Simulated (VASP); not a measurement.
# CdS (Hawleyite) (F-43m) in VASP: single point with PBE

Aim: the single point of CdS (Hawleyite) with PBE.

Everything below comes from runs of VASP 6.6.1. Logs are shortened: lines on timing, memory, paths and dates and some standing lists are left out, and cuts for length are marked.

**1. The crystal as given**

It takes space group F-43m (No. 216, cubic). The conventional cell has a = 5.833 Å, b = 5.833 Å, c = 5.833 Å, α = 90.00°, β = 90.00°, γ = 90.00°. Around Cd (site symmetry -43m) lie 4 S at 2.53 Å. S (site symmetry -43m) has 4 Cd at 2.53 Å as nearest neighbours.

**2. Single point, PBE**

INCAR reads:

```
PREC = Accurate
ENCUT = 520
EDIFF = 1E-6
ISMEAR = 0
SIGMA = 0.02
LREAL = False
LASPH = True
NELM = 60
ALGO = Normal
ISIF = 2
LWAVE = False
LCHARG = False
GGA = PE
```

KPOINTS reads:

```
regular mesh
0
Gamma
  3 3 3
```

POSCAR reads:

```
CdS
1.0
    0.0000000000      2.9165000000      2.9165000000
    2.9165000000      0.0000000000      2.9165000000
    2.9165000000      2.9165000000      0.0000000000
Cd S
1 1
Direct
    0.0000000000      0.0000000000      0.0000000000
    0.7500000000      0.7500000000      0.7500000000
```

Potentials or basis: VASP PAW PBE potentials, release 64 (Cd, S).

The run is started by

```bash
> cat potpaw_PBE.64/Cd/POTCAR potpaw_PBE.64/S/POTCAR > POTCAR
> mpirun -np 1 vasp_std > vasp.out
```

OUTCAR:

```text
PREC = Accurate
   ENCUT = 520
   EDIFF = 1E-6
   ISMEAR = 0
   LREAL = False
   LASPH = True
   NELM = 60
   ISIF = 2
   GGA = PE

 ion  position               nearest neighbor table
   1  0.000  0.000  0.000-   2 2.53   2 2.53   2 2.53   2 2.53
   2  0.750  0.750  0.750-   1 2.53   1 2.53   1 2.53   1 2.53

  LATTYP: Found a face centered cubic cell.
 ALAT       =     5.8330000000

  Lattice vectors:

 A1 = (   0.0000000000,   2.9165000000,   2.9165000000)
 A2 = (   2.9165000000,   0.0000000000,   2.9165000000)
 A3 = (   2.9165000000,   2.9165000000,   0.0000000000)

Analysis of symmetry for initial positions (statically):
=====================================================================
 Subroutine PRICEL returns:
 Original cell was already a primitive cell.

 Routine SETGRP: Setting up the symmetry group for a
 face centered cubic supercell.

 Subroutine GETGRP returns: Found 24 space group operations
 (whereof 24 operations were pure point group operations)
 out of a pool of 48 trial point group operations.

The static configuration has the point symmetry T_d .

Analysis of symmetry for dynamics (positions and initial velocities):
=====================================================================
 Subroutine PRICEL returns:
 Original cell was already a primitive cell.

 Routine SETGRP: Setting up the symmetry group for a
 face centered cubic supercell.

 Subroutine GETGRP returns: Found 24 space group operations
 (whereof 24 operations were pure point group operations)
 out of a pool of 48 trial point group operations.

The dynamic configuration has the point symmetry T_d .

 Subroutine INISYM returns: Found 24 space group operations
 (whereof 24 operations are pure point group operations),
 and found     1 'primitive' translations

----------------------------------------------------------------------------------------

                                     Primitive cell

  volume of cell :      49.6153

  direct lattice vectors                    reciprocal lattice vectors
     0.000000000  2.916500000  2.916500000    -0.171438368  0.171438368  0.171438368
     2.916500000  0.000000000  2.916500000     0.171438368 -0.171438368  0.171438368
     2.916500000  2.916500000  0.000000000     0.171438368  0.171438368 -0.171438368

  length of vectors
     4.124553855  4.124553855  4.124553855     0.296939964  0.296939964  0.296939964

  position of ions in fractional coordinates (direct lattice)
     0.000000000  0.000000000  0.000000000
     0.750000000  0.750000000  0.750000000

  ion indices of the primitive-cell ions
   primitive index   ion index
                 1           1
                 2           2

----------------------------------------------------------------------------------------

 KPOINTS: regular mesh

Automatic generation of k-mesh.
 Grid dimensions read from file:
 generate k-points for:    3    3    3

 Generating k-lattice:

  Cartesian coordinates                     Fractional coordinates (reciprocal lattice)
    -0.057146123  0.057146123  0.057146123     0.333333333  0.000000000  0.000000000
     0.057146123 -0.057146123  0.057146123     0.000000000  0.333333333  0.000000000
     0.057146123  0.057146123 -0.057146123     0.000000000  0.000000000  0.333333333

  Length of vectors
     0.098979988  0.098979988  0.098979988

  Shift w.r.t. Gamma in fractional coordinates (k-lattice)
     0.000000000  0.000000000  0.000000000

 Subroutine IBZKPT returns following result:
 ===========================================

 Found      4 irreducible k-points:

 Following reciprocal coordinates:
            Coordinates               Weight
  0.000000  0.000000  0.000000      1.000000
  0.333333  0.000000  0.000000      8.000000
  0.333333  0.333333  0.000000      6.000000
 -0.333333  0.333333  0.000000     12.000000
   k-points           NKPTS =      4   k-points in BZ     NKDIM =      4   number of bands    NBANDS=     13
   number of dos      NEDOS =    301   number of ions     NIONS =      2
   total plane-waves  NPLWV =  32768
   dimension x,y,z NGX =    32 NGY =   32 NGZ =   32
   dimension x,y,z NGXF=    64 NGYF=   64 NGZF=   64
   ions per type =               1   1
   NGX,Y,Z   is equivalent  to a cutoff of  12.90, 12.90, 12.90 a.u.
   NGXF,Y,Z  is equivalent  to a cutoff of  25.80, 25.80, 25.80 a.u.
 SYSTEM =  unknown system
   PREC   = accura    normal or accurate (medium, high low for compatibility)
   ISTART =      0    job   : 0-new  1-cont  2-samecut
   ICHARG =      2    charge: 1-file 2-atom 10-const
   ISPIN  =      1    spin polarized calculation?
   LNONCOLLINEAR =      F non collinear calculations
   LSORBIT =      F    spin-orbit coupling
   LASPH  =      T    aspherical Exc in radial PAW
   ENCUT  =  520.0 eV  38.22 Ry    6.18 a.u.   7.67  7.67  7.67*2*pi/ulx,y,z
   NELM   =     60;   NELMIN=  2; NELMDL= -5     # of ELM steps
   EDIFF  = 0.1E-05   stopping-criterion for ELM
   LREAL  =      F    real-space projection
   EDIFFG = 0.1E-04   stopping-criterion for IOM
   NSW    =      0    number of steps for IOM
   IBRION =     -1    ionic relax: 0-MD 1-quasi-New 2-CG
   NFREE  =      0    steps in history (QN), initial steepest desc. (CG)
   ISIF   =      2    stress and relaxation
   ISYM   =      2    0-nonsym 1-usesym 2-fastsym
   POTIM  = 0.5000    time-step for ionic-motion
   TEBEG  =    0.0;   TEEND  =   0.0 temperature during run
   PSTRESS=    0.0 pullay stress
   NELECT =      18.0000    total number of electrons
   NUPDOWN=      -1.0000    fix difference up-down
   EMIN   =  10.00;   EMAX   =-10.00  energy-range for DOS
   EFERMI =   0.00;   METHOD = LEGACY
   ISMEAR =     0;   SIGMA  =   0.02  broadening in eV -4-tet -1-fermi 0-gaus
   EFERMI_NEDOS =   21; number of points for ismear=-14 and -15
   IALGO  =     38    algorithm
   IMIX   =      4    mixing-type and parameters
     AMIX     =   0.40;   BMIX     =  1.00
     AMIX_MAG =   1.60;   BMIX_MAG =  1.00
  volume/ion in A,a.u.               =      24.81       167.41
  Fermi-wavevector in a.u.,A,eV,Ry     =   1.167599  2.206442 18.548649  1.363287
  Thomas-Fermi vector in A             =   2.304097
   LORBIT       =      0    0 simple, 1 ext, 2 COOP (PROOUT), +10 PAW based schemes
   GGA     = PE    functional components
   LHFCALC =     F    Hartree Fock is set to
   AEXX    =    0.0000 exact exchange contribution
   IVDW    =     0    specifies the selected vdW correction
   LEPSILON=     F    determine dielectric tensor
   LRPA    =     F    only Hartree local field effects (RPA)
 non-spin polarized calculation
 Gauss-broadening in eV      SIGMA  =   0.02
  energy-cutoff  :      520.00
  volume of cell :       49.62
 maximum number of plane-waves:      1363
 NGX is ok and might be reduce to    30
   NGX = 15   NGY = 15   NGZ = 15

 number of electron      18.0000004 magnetization

 Free energy of the ion-electron system (eV)
  ---------------------------------------------------
  ext. energy  EPLUGINS =         0.00000000
  ---------------------------------------------------
  free energy    TOTEN  =        -5.96217594 eV

  energy without entropy =       -5.96217594  energy(sigma->0) =       -5.96217594

 E-fermi :   1.5095     XC(G=0):  -9.1162

 val. band max:        1.3960279769   @ k =   0.0000   0.0000   0.0000
 cond. band min:       2.5062675600   @ k =   0.0000   0.0000   0.0000
 fundamental gap:      1.1102395831
 Fermi energy:         1.5095331902

 k-point     1 :       0.0000    0.0000    0.0000
  band No.  band energies     occupation
      1     -10.9652      2.00000
      2      -6.4093      2.00000
      3      -6.4093      2.00000
      4      -6.4093      2.00000
      5      -5.9387      2.00000
      6      -5.9387      2.00000
      7       1.3960      2.00000
      8       1.3960      2.00000
      9       1.3960      2.00000
     10       2.5063      0.00000
     11       7.8859      0.00000
     12       7.8859      0.00000
     13       7.8859      0.00000

 k-point     2 :       0.3333    0.0000    0.0000
  band No.  band energies     occupation
      1     -10.6432      2.00000
      2      -6.3112      2.00000
      3      -6.3112      2.00000
      4      -5.9377      2.00000
      5      -5.9217      2.00000
      6      -5.9217      2.00000
      7      -2.0397      2.00000
      8       0.8132      2.00000
      9       0.8132      2.00000
     10       4.3338      0.00000
     11       8.1175      0.00000
     12       8.4309      0.00000
     13       8.4309      0.00000

 k-point     3 :       0.3333    0.3333    0.0000
  band No.  band energies     occupation
      1     -10.5411      2.00000
      2      -6.1871      2.00000
      3      -6.1617      2.00000
      4      -6.1617      2.00000
      5      -5.8737      2.00000
      6      -5.8233      2.00000
      7      -1.7302      2.00000
      8      -0.0785      2.00000
      9      -0.0785      2.00000
     10       5.2106      0.00000
     11       5.8115      0.00000
     12       9.7640      0.00000
     13      10.5013      0.00000

 k-point     4 :      -0.3333    0.3333    0.0000
  band No.  band energies     occupation
      1     -10.4392      2.00000
      2      -6.2310      2.00000
      3      -6.1578      2.00000
      4      -5.9880      2.00000
      5      -5.9161      2.00000
      6      -5.3735      2.00000
      7      -2.5485      2.00000
      8      -1.1860      2.00000
      9       0.0940      2.00000
     10       5.7880      0.00000
     11       7.1562      0.00000
     12       9.3488      0.00000
     13       9.8524      0.00000

------------------------ aborting loop because EDIFF is reached ----------------------------------------

  FORCE on cell =-STRESS in cart. coord.  units (eV):
  Direction    XX          YY          ZZ          XY          YZ          ZX
  --------------------------------------------------------------------------------------
  -------------------------------------------------------------------------------------
  Total        1.2179016      1.2179016      1.2179016      0.0000000      0.0000000     -0.0000000
  in kB       39.3284509     39.3284509     39.3284509      0.0000000      0.0000000     -0.0000000
  external PRESSURE =      39.3284509 kB  Pullay stress =       0.0000000 kB

 VOLUME and BASIS-vectors are now :
 -----------------------------------------------------------------------------
  energy-cutoff  :      520.00
  volume of cell :       49.62
      direct lattice vectors                 reciprocal lattice vectors
     0.000000000  2.916500000  2.916500000    -0.171438368  0.171438368  0.171438368
     2.916500000  0.000000000  2.916500000     0.171438368 -0.171438368  0.171438368
     2.916500000  2.916500000  0.000000000     0.171438368  0.171438368 -0.171438368

 POSITION                                       TOTAL-FORCE (eV/Angst)
 -----------------------------------------------------------------------------------
      0.00000      0.00000      0.00000         0.000000      0.000000      0.000000
      4.37475      4.37475      4.37475        -0.000000     -0.000000     -0.000000
 -----------------------------------------------------------------------------------
    total drift:                                0.000000      0.000000      0.000000

  FREE ENERGIE OF THE ION-ELECTRON SYSTEM (eV)
  ---------------------------------------------------
  free  energy   TOTEN  =        -5.9621759401 eV

  energy  without entropy=       -5.9621759401  energy(sigma->0) =       -5.96217594
```

It took 6.6 s on 1 thread of Intel Xeon Platinum 8488C (Sapphire Rapids), shared host; peak memory 0.17 GiB.

What came out:

- Free energy: -5.9622 eV
- Pressure: 3.9 GPa
- Band gap on the k mesh: 1.11 eV, direct

Caveat: the k mesh is coarse (spacing up to 0.62 Å⁻¹), so the values aren't converged. As with any semilocal functional, this PBE gap is likely too small.
